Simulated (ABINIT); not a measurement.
# Ag (Fm-3m) in ABINIT: a series of runs

Aim: see how the results for Ag move with the level of theory and the settings. Levels: SCAN, revPBE, PBE. Tasks: band structure, equation of state.

Program: ABINIT 10.8.3 (patched build). These are calculated values, not measurements. Logs are shortened: lines on timing, memory, paths and dates and some standing lists are left out, and cuts for length are marked. The log counts tension as positive stress, the text compression.

### Step 1. The crystal as given

The structure is cubic, space group Fm-3m (No. 225). The conventional cell has a = 4.085 Å, b = 4.085 Å, c = 4.085 Å, α = 90.00°, β = 90.00°, γ = 90.00°. Around Ag (site symmetry m-3m) lie 12 Ag at 2.89 Å.

### Step 2. Band structure, SCAN

run.abi reads:

```
# Datasets: ground state, then fixed potential
ndtset 2

# Pseudopotentials
pp_dirpath "./"
pseudos "Ag_ONCV_PBE-1.2.upf"

# Structure
acell 3*1.0
rprim
     0.0000000000     3.8602380411     3.8602380411
     3.8602380411     0.0000000000     3.8602380411
     3.8602380411     3.8602380411     0.0000000000
ntypat 1
znucl 47
natom 1
typat 1
xred
     0.0000000000     0.0000000000     0.0000000000

# Plane-wave basis
ecut 31.0

# Exchange and correlation
ixc -263267
usekden 1

# Bands and occupations
occopt 3
tsmear 0.00183747

# SCF cycle
nstep 100

# Output
iomode 3
prtwf 0
prteig 0
prtebands 0
enunit 1
prtden1 1
prtkden1 1

# Dataset 1
kptopt1 1
ngkpt1 11 11 11
nshiftk1 1
shiftk1 0.0 0.0 0.0
nband1 14
tolvrs1 1.0e-9

# Dataset 2: bands along G-X-W-K-G-L-U-W-L-K
iscf2 -2
getden2 1
getkden2 1
nband2 20
nbdbuf2 4
tolwfr2 1.0e-11
kptopt2 -9
ndivsm2 5
prteig2 1
prtvol2 -3
kptbounds2
     0.0000000000     0.0000000000     0.0000000000
     0.5000000000     0.0000000000     0.5000000000
     0.5000000000     0.2500000000     0.7500000000
     0.3750000000     0.3750000000     0.7500000000
     0.0000000000     0.0000000000     0.0000000000
     0.5000000000     0.5000000000     0.5000000000
     0.6250000000     0.2500000000     0.6250000000
     0.5000000000     0.2500000000     0.7500000000
     0.5000000000     0.5000000000     0.5000000000
     0.3750000000     0.3750000000     0.7500000000
```

Potentials or basis: SG15 NC PBE v1.2.

Run with:

```bash
$ abinit run.abi > log 2>&1
```

run.abo:

```text
.Version 10.8.3 of ABINIT
 DATASET    1 : space group Fm -3 m (#225); Bravais cF (face-center cubic)
================================================================================
 Values of the parameters that define the memory need for DATASET  1.
     intxc =       0    ionmov =       0      iscf =       7    lmnmax =       6
     lnmax =       6     mgfft =      30  mpssoang =       3    mqgrid =    3001
     natom =       1  nloc_mem =       1    nspden =       1   nspinor =       1
    nsppol =       1      nsym =      48    n1xccc =       0    ntypat =       1
    occopt =       3   xclevel =       2
       mpw =         959          nfft =       27000          nkpt =          56
================================================================================
================================================================================

 DATASET    2 : space group Fm -3 m (#225); Bravais cF (face-center cubic)
================================================================================
 Values of the parameters that define the memory need for DATASET  2.
     intxc =       0    ionmov =       0      iscf =      -2    lmnmax =       6
     lnmax =       6     mgfft =      30  mpssoang =       3    mqgrid =    3001
     natom =       1  nloc_mem =       1    nspden =       1   nspinor =       1
    nsppol =       1      nsym =      48    n1xccc =       0    ntypat =       1
    occopt =       3   xclevel =       2
       mpw =         962          nfft =       27000          nkpt =          87
================================================================================
================================================================================

--------------------------------------------------------------------------------
------------- Echo of variables that govern the present computation ------------
--------------------------------------------------------------------------------
 -outvars: echo values of preprocessed input variables --------
            acell      1.0000000000E+00  1.0000000000E+00  1.0000000000E+00 Bohr
              amu      1.07868200E+02
             ecut      3.10000000E+01 Hartree
           enunit           1
           getden1          0
           getden2          1
          getkden1          0
          getkden2          1
             iscf1          7
             iscf2         -2
              ixc     -263267
           jdtset        1    2
           kptopt1          1
           kptopt2         -9
         kptrlatt       11    0    0      0   11    0      0    0   11
          kptrlen1     6.00512109E+01
          kptrlen2     3.00000000E+01
            natom           1
            nband1         14
            nband2         20
           nbdbuf1          0
           nbdbuf2          4
           ndtset           2
           ndivsm1          0
           ndivsm2          5
            ngfft          30      30      30
             nkpt1         56
             nkpt2         87
            nstep         100
             nsym          48
           ntypat           1
           occopt           3
        prtebands           0
           prteig1          0
           prteig2          1
          prtkden           1
           prtvol1          0
           prtvol2         -3
            prtwf           0
            rprim      0.0000000000E+00  3.8602380411E+00  3.8602380411E+00
                       3.8602380411E+00  0.0000000000E+00  3.8602380411E+00
                       3.8602380411E+00  3.8602380411E+00  0.0000000000E+00
           shiftk1     0.00000000E+00  0.00000000E+00  0.00000000E+00
           shiftk2     5.00000000E-01  5.00000000E-01  5.00000000E-01
          spgroup         225
           tolvrs1     1.00000000E-09
           tolvrs2     0.00000000E+00
           tolwfr1     0.00000000E+00
           tolwfr2     1.00000000E-11
           tsmear      1.83747000E-03 Hartree
[... 184 lines left out ...]
         ecut(hartree)=     31.000   => boxcut(ratio)=   2.19497
--------------------------------------------------------------------------------

================================================================================
 Non-SCF case, kpt    1 (  0.00000  0.00000  0.00000), residuals and eigenvalues=
  9.48E-12  1.23E-12  9.93E-12  1.44E-12  3.82E-12  4.78E-12  2.13E-12  7.04E-12
  3.83E-12  1.93E-12  8.58E-13  1.40E-12  1.34E-12  5.55E-12  4.04E-12  2.90E-12
  7.92E-11  2.00E-09  2.22E-10  3.38E-10
 -3.1311E+00 -1.7543E+00 -1.7543E+00 -1.7543E+00  6.8735E-02  1.7459E-01
  1.7459E-01  1.7459E-01  2.1280E-01  2.1280E-01  9.8182E-01  1.1162E+00
  1.1162E+00  1.1162E+00  1.2949E+00  1.3279E+00  1.3279E+00  1.3279E+00
  1.4864E+00  1.4864E+00
 Non-SCF case, kpt    2 (  0.03571  0.00000  0.03571), residuals and eigenvalues=
  5.08E-12  8.54E-12  3.09E-12  2.21E-12  2.95E-12  1.11E-12  4.47E-12  5.43E-12
  7.71E-12  7.98E-12  1.36E-12  5.32E-12  5.62E-12  2.88E-12  5.69E-12  3.51E-12
  1.62E-10  6.71E-10  1.02E-04  3.93E-10
 -3.1311E+00 -1.7544E+00 -1.7544E+00 -1.7544E+00  7.0774E-02  1.7380E-01
  1.7533E-01  1.7533E-01  2.1200E-01  2.1314E-01  9.8236E-01  1.1070E+00
[... 668 lines left out ...]
  4.91E-12  1.28E-12  1.59E-12  1.10E-12  1.13E-12  3.30E-12  1.66E-12  2.85E-12
  1.50E-12  7.14E-12  2.71E-10  2.57E-09
 -3.1303E+00 -1.7591E+00 -1.7580E+00 -1.7561E+00  1.3264E-01  1.5149E-01
  1.9554E-01  2.1657E-01  2.3903E-01  5.2826E-01  5.3971E-01  6.5417E-01
  8.7070E-01  1.0020E+00  1.3205E+00  1.4019E+00  1.4271E+00  1.6281E+00
  1.6583E+00  1.7373E+00
 Non-SCF case, kpt   87 (  0.37500  0.37500  0.75000), residuals and eigenvalues=
  9.02E-12  3.12E-12  2.42E-12  2.61E-12  1.69E-12  9.26E-12  7.22E-12  1.23E-12
  3.18E-12  8.58E-13  1.19E-12  1.30E-12  2.35E-12  6.46E-12  2.73E-12  9.60E-12
  1.73E-12  8.52E-12  2.21E-10  3.31E-08
 -3.1303E+00 -1.7592E+00 -1.7580E+00 -1.7562E+00  1.2954E-01  1.4587E-01
  2.0236E-01  2.2125E-01  2.4061E-01  5.2711E-01  5.6343E-01  6.3360E-01
  8.5219E-01  1.0038E+00  1.2795E+00  1.4162E+00  1.4570E+00  1.6376E+00
  1.6788E+00  1.7731E+00

Result for kinetic energy density :

--------------------------------------------------------------------------------
 Total kinetic energy density [Ha/Bohr^3]
)     Maximum=    8.0889E+00  at reduced coord.    0.0667    0.9667    0.9667
)     Minimum=    5.1822E-03  at reduced coord.    0.5000    0.5000    0.5000
   Integrated=    4.8153E+01
--------------------------------------------------------------------------------

--- !ResultsGS
iteration_state: {dtset: 2, }
comment   : Summary of ground state results
lattice_vectors:
- [  0.0000000,   3.8602380,   3.8602380, ]
- [  3.8602380,   0.0000000,   3.8602380, ]
- [  3.8602380,   3.8602380,   0.0000000, ]
lattice_lengths: [   5.45920,    5.45920,    5.45920, ]
lattice_angles: [ 60.000,  60.000,  60.000, ] # degrees, (23, 13, 12)
lattice_volume:   1.1504619E+02
convergence: {deltae:  0.000E+00, res2:  0.000E+00, residm:  9.972E-12, diffor:  0.000E+00, }
etotal    :  -1.43796655E+02
entropy   :   0.00000000E+00
fermie    :   3.72876517E-01
cartesian_stress_tensor: null
pressure_GPa: null
xred      :
- [  0.0000E+00,   0.0000E+00,   0.0000E+00, Ag]
cartesian_forces: null
force_length_stats: {min: null, max: null, mean: null, }
...

 Integrated electronic density in atomic spheres:
 ------------------------------------------------
 Atom  Sphere_radius  Integrated_density
    1        2.00000         16.34681468
================================================================================

 ----iterations are completed or convergence reached----

 Mean square residual over all n,k,spin=   39.877E-13; max=  99.717E-13
 reduced coordinates (array xred) for    1 atoms
       0.000000000000      0.000000000000      0.000000000000

 cartesian coordinates (angstrom) at end:
    1      0.00000000000000     0.00000000000000     0.00000000000000
 length scales=  1.000000000000  1.000000000000  1.000000000000 bohr
              =  0.529177210544  0.529177210544  0.529177210544 angstroms
 Eigenvalues (   eV  ) for nkpt=  87  k points:
 kpt#   1, nband= 20, wtk=  1.00000, kpt=  0.0000  0.0000  0.0000 (reduced coord)
 -85.20231  -47.73805  -47.73805  -47.73805    1.87037    4.75094    4.75094    4.75094
   5.79046    5.79046   26.71659   30.37408   30.37408   30.37408   35.23623   36.13411
  36.13411   36.13411   40.44665   40.44665
 kpt#   2, nband= 20, wtk=  1.00000, kpt=  0.0357  0.0000  0.0357 (reduced coord)
 -85.20201  -47.74009  -47.73885  -47.73885    1.92586    4.72929    4.77099    4.77099
   5.76881    5.79974   26.73126   30.12207   30.22270   30.22270   35.60088   36.05757
  36.05757   36.22959   39.76377   40.76306
 kpt#   3, nband= 20, wtk=  1.00000, kpt=  0.0714  0.0000  0.0714 (reduced coord)
 -85.20112  -47.74610  -47.74123  -47.74123    2.09015    4.66584    4.83073    4.83073
   5.70703    5.82719   26.77365   29.54097   29.77421   29.77421   35.95828   35.95828
  36.36625   36.51568   38.40722   41.57542
 kpt#   4, nband= 20, wtk=  1.00000, kpt=  0.1071  0.0000  0.1071 (reduced coord)
 -85.19969  -47.75576  -47.74507  -47.74507    2.35553    4.56497    4.92900    4.92900
   5.61579    5.87162   26.83931   28.87201   29.06436   29.06436   35.78512   36.01911
  36.01911   36.99115   38.45363   42.66265
 kpt#   5, nband= 20, wtk=  1.00000, kpt=  0.1429  0.0000  0.1429 (reduced coord)
[... 317 lines left out ...]
   6.50961   12.88665   14.07961   20.39881   24.97915   27.11289   36.83170   37.02433
  38.57611   43.99038   44.42195   44.44945
 kpt#  85, nband= 20, wtk=  1.00000, kpt=  0.4028  0.4028  0.6944 (reduced coord)
 -85.17978  -47.86990  -47.83159  -47.78295    3.69371    4.26821    5.17158    5.71064
   6.49633   13.68316   14.34943   18.98863   24.29790   27.20017   36.95875   37.64511
  38.09091   44.27534   44.69614   45.73916
 kpt#  86, nband= 20, wtk=  1.00000, kpt=  0.3889  0.3889  0.7222 (reduced coord)
 -85.17915  -47.86645  -47.83873  -47.78654    3.60921    4.12218    5.32097    5.89311
   6.50435   14.37477   14.68632   17.80094   23.69298   27.26701   35.93326   38.14880
  38.83381   44.30391   45.12526   47.27306
 kpt#  87, nband= 20, wtk=  1.00000, kpt=  0.3750  0.3750  0.7500 (reduced coord)
 -85.17879  -47.86977  -47.83670  -47.78951    3.52492    3.96932    5.50636    6.02054
   6.54739   14.34334   15.33158   17.24100   23.18923   27.31468   34.81778   38.53715
  39.64803   44.56086   45.68330   48.24954

== END DATASET(S) ==============================================================
================================================================================

 -outvars: echo values of variables after computation  --------
            acell      1.0000000000E+00  1.0000000000E+00  1.0000000000E+00 Bohr
           etotal1    -1.4379665496E+02
            fcart1    -0.0000000000E+00 -0.0000000000E+00 -0.0000000000E+00
            rprim      0.0000000000E+00  3.8602380411E+00  3.8602380411E+00
                       3.8602380411E+00  0.0000000000E+00  3.8602380411E+00
                       3.8602380411E+00  3.8602380411E+00  0.0000000000E+00
           strten1     1.7924173907E-05  1.7924173907E-05  1.7924173907E-05
                       0.0000000000E+00  0.0000000000E+00  0.0000000000E+00
 Calculation completed.
```

Run time: 4.1 min. Hardware: 1 thread of Intel Xeon Platinum 8259CL at 2.50GHz (Skylake/Cascade Lake), shared host; peak memory 0.09 GiB.

Results:

```yaml
Free_energy: -3912.9063 eV
Pressure: -0.5 GPa
Band_gap_on_the_k_mesh: none (metal or under the smearing width)
Valence_electrons_inside_the_program's_atomic_spheres: Ag 16.35 (radii [1.0584] Å)
```

Levels at the corners of the path, in eV from the Fermi level:
| point | band 5 | band 6 | band 7 | band 8 | band 9 | band 10 | band 11 | band 12 | band 13 | band 14 |
| --- | --- | --- | --- | --- | --- | --- | --- | --- | --- | --- |
| Γ | -8.28 | -5.40 | -5.40 | -5.40 | -4.36 | -4.36 | 16.57 | 20.23 | 20.23 | 20.23 |
| X | -7.06 | -6.93 | -3.58 | -3.31 | -3.31 | 1.45 | 6.64 | 10.89 | 10.89 | 17.43 |
| W | -6.29 | -5.66 | -5.66 | -4.34 | -3.31 | 5.93 | 5.93 | 6.94 | 8.22 | 23.44 |
| K | -6.62 | -6.18 | -4.64 | -4.13 | -3.60 | 4.20 | 5.19 | 7.09 | 13.04 | 17.17 |
| Γ | -8.28 | -5.40 | -5.40 | -5.40 | -4.36 | -4.36 | 16.57 | 20.23 | 20.23 | 20.23 |
| L | -7.00 | -5.43 | -5.43 | -3.53 | -3.53 | -0.61 | 3.39 | 15.76 | 18.38 | 18.38 |
| U | -6.62 | -6.18 | -4.64 | -4.13 | -3.60 | 4.20 | 5.19 | 7.09 | 13.04 | 17.17 |
| W | -6.29 | -5.66 | -5.66 | -4.34 | -3.31 | 5.93 | 5.93 | 6.94 | 8.22 | 23.44 |
| L | -7.00 | -5.43 | -5.43 | -3.53 | -3.53 | -0.61 | 3.39 | 15.76 | 18.38 | 18.38 |
| K | -6.62 | -6.18 | -4.64 | -4.13 | -3.60 | 4.20 | 5.19 | 7.09 | 13.04 | 17.17 |

Caveat: the potentials were made for another functional, which shifts forces and pressure.

(Continued in part 2 of 2.)
